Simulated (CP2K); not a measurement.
Band structure of SrF₂ (Fm-3m, 3 atoms in the cell).

```
CELL_PARAMETERS angstrom
      4.02682     0.00000     0.00000
      2.01341     3.48732     0.00000
      2.01341     1.16244     3.28788
ATOMIC_POSITIONS crystal
  Sr 0.00000 0.00000 0.00000
  F  0.75000 0.75000 0.75000
  F  0.25000 0.25000 0.25000
```

Computed with PBE, GPW, DZVP-MOLOPT-SR-GTH basis, GTH-PBE potentials (GTH_POTENTIALS) in CP2K 2026.2.

Settings: CUTOFF = 550 Ry; REL_CUTOFF = 60 Ry; KPOINTS/SCHEME = MONKHORST-PACK 8 8 8; GAMMA_CENTERED = T; XC_FUNCTIONAL = PBE; Sr/BASIS_SET = DZVP-MOLOPT-SR-GTH-q10; Sr/POTENTIAL = GTH-PBE-q10; F/BASIS_SET = DZVP-MOLOPT-SR-GTH-q7; F/POTENTIAL = GTH-PBE-q7; METHOD = GPW; EPS_DEFAULT = 1e-10; EXTRAPOLATION = USE_GUESS; NGRIDS = 5; SCF_GUESS = ATOMIC.

The starting cell comes from a database of computed structures (which also holds hypothetical and non-ambient phases and stackings), without a prior relaxation at this level. Its lattice was rescaled by a random factor within 2.5 % of one. Values carry the incompleteness of an atom-centred basis.

Predict the gap along the standard path and the places of the band edges.

The gap along the path is 7.24 eV, from X to Γ; the smallest direct gap on it is 7.35 eV.

Levels in eV from the top of the valence band on the SCF mesh, bands 9 to 13:
```
point      9     10     11     12     13
-----  -----  -----  -----  -----  -----
Γ      -1.88  -0.10  -0.10  -0.10   7.24
X      -0.95  -0.33  -0.33   0.00   8.67
W      -0.66  -0.66  -0.26  -0.08   8.81
K      -0.89  -0.57  -0.25  -0.09   8.84
L      -0.97  -0.76  -0.44  -0.44  10.61
U      -0.89  -0.57  -0.25  -0.09   8.84
```

Higher empty bands are left out: an atom-centred basis made for the valence describes them poorly.
